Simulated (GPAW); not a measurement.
Ti in GPAW: convergence with smearing width (eV)

Input of the first run (smearing width (eV) 0.5); the others differ in this setting and in those tied to it:

File run.py:

```python
from ase.dft.bandgap import bandgap
from ase.io import read, write
from ase.units import GPa
from gpaw import GPAW, PW

atoms = read('Ti.xyz')

calc = GPAW(mode=PW(600),
            xc='PBE',
            kpts={'size': (11, 11, 11), 'gamma': True},
            occupations={'name': 'methfessel-paxton', 'order': 0, 'width': 0.5},
            nbands=14,
            convergence={'density': 1e-05, 'energy': 1e-05},
            maxiter=100,
            txt='gpaw.txt')
atoms.calc = calc
energy = atoms.get_potential_energy()
forces = atoms.get_forces()
stress = atoms.get_stress()
calc.write('gs.gpw')
write('result.traj', atoms)
print(f'Energy: {energy:.6f} eV')
print('Forces (eV/A):')
print(forces.round(4))
print('Stress (GPa):', (stress / GPa).round(3))
print('Fermi level:', round(calc.get_fermi_level(), 4), 'eV')
print(f'Gap: {bandgap(calc)[0]:.4f} eV, direct: {bandgap(calc, direct=True)[0]:.4f} eV')
```

Contents of Ti.xyz:

```xyz
1
Lattice="-1.6410000000 1.6410000000 1.6410000000 1.6410000000 -1.6410000000 1.6410000000 1.6410000000 1.6410000000 -1.6410000000" Properties=species:S:1:pos:R:3 pbc="T T T"
Ti     0.0000000000      0.0000000000      0.0000000000
```

Potentials or basis: GPAW PAW data sets (gpaw-data 1.2.1), pw.

Run with:

```console
$ OMP_NUM_THREADS=1 python run.py
```

This isn't the form of Ti at room conditions, which is hcp.

Hardware: 1 thread of Arm Neoverse V1, on a shared host.

The values tried are 0.5, 0.3, 0.2, 0.15, 0.1, 0.05, 0.025, 0.01, loosest first. From which on does the energy stay within 1 meV/atom of the tightest run that finished?

From 0.05 on.

```tsv
smearing width (eV)	energy less the tightest run, at zero smearing (meV/atom)	pressure (GPa)	SCF cycles	CPU time (s)	peak memory (GiB)
0.5	-11.96	-1.47	8	12	0.14
0.3	-6.01	-2.45	8	11	0.14
0.2	-4.82	-2.81	8	11	0.14
0.15	-3.54	-2.96	8	11	0.14
0.1	-1.99	-3.11	8	11	0.14
0.05	-0.47	-3.26	8	11	0.14
0.025	-0.10	-3.37	9	12	0.14
0.01	0.00	-3.39	10	14	0.14
```

Against the tightest run, the pressure stays within 0.1 GPa from 0.025 on. Narrower smearing needs a denser k mesh, so at a fixed mesh the narrowest width isn't the most accurate. The tightest run that finished is the yardstick and may itself not be fully converged.
